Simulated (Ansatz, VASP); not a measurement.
## AlN in VASP and in Ansatz

Contents of INCAR:

```
PREC = Accurate ; ENCUT = 520
EDIFF = 1E-6 ; ISMEAR = -1
SIGMA = 0.05 ; LREAL = F
LASPH = T ; NELM = 100
ALGO = Normal ; ISIF = 2
LWAVE = F ; LCHARG = F
GGA = PE ; NBANDS = 11
```

Contents of KPOINTS:

```
regular mesh
0
Gamma
  17 17 17
```

File POSCAR:

```
AlN
1.0
    0.0000000000      1.9937293066      1.9937293066
    1.9937293066      0.0000000000      1.9937293066
    1.9937293066      1.9937293066      0.0000000000
Al N
1 1
Direct
    0.0000000000      0.0000000000      0.0000000000
    0.5000000000      0.5000000000      0.5000000000
```

Input for Ansatz:

```yaml
crystal:
  lattice:
    - [0.0, 1.9937293066, 1.9937293066]
    - [1.9937293066, 0.0, 1.9937293066]
    - [1.9937293066, 1.9937293066, 0.0]
  atoms:
    - { symbol: Al, position: [0.0, 0.0, 0.0] }
    - { symbol: "N", position: [0.5, 0.5, 0.5] }
kpoints:
  mp_grid: { grid: [17, 17, 17] }
scf:
  occupations: { method: fermi_dirac, width: 0.05 }
hamiltonian:
  xc: pbe
  pseudopotentials: { kind: paw }
output:
  forces: true
  stress: true
  eigenvalues: true
  populations: true
```

Change from the starting cell: volume scaled by 0.94, PAW files.

Alike in both runs: task single point; functional PBE; k mesh 17 × 17 × 17; occupations fermi-dirac, width 0.05 eV; no spin polarisation.

```csv
,VASP,Ansatz
version,VASP 6.6.1,Ansatz 0.2.0
potentials or method,"VASP PAW PBE potentials, release 64 (Al, N)","PAW with Ansatz's default frozen-core files, scalar-relativistic"
plane-wave cutoff (eV),520,420
valence electrons in the cell,8,8
```

```csv
,VASP,Ansatz,Ansatz less VASP
gap on the k mesh at the Fermi level (eV),5.07,5.10,+0.025
pressure (GPa),17.3,17.6,+0.33
```

Caveats: so large a pressure means that the cell lies far from this level's equilibrium, or that cutoff or potentials fall short (VASP); an odd mesh through Γ misses points on the zone boundary, where band edges often lie.
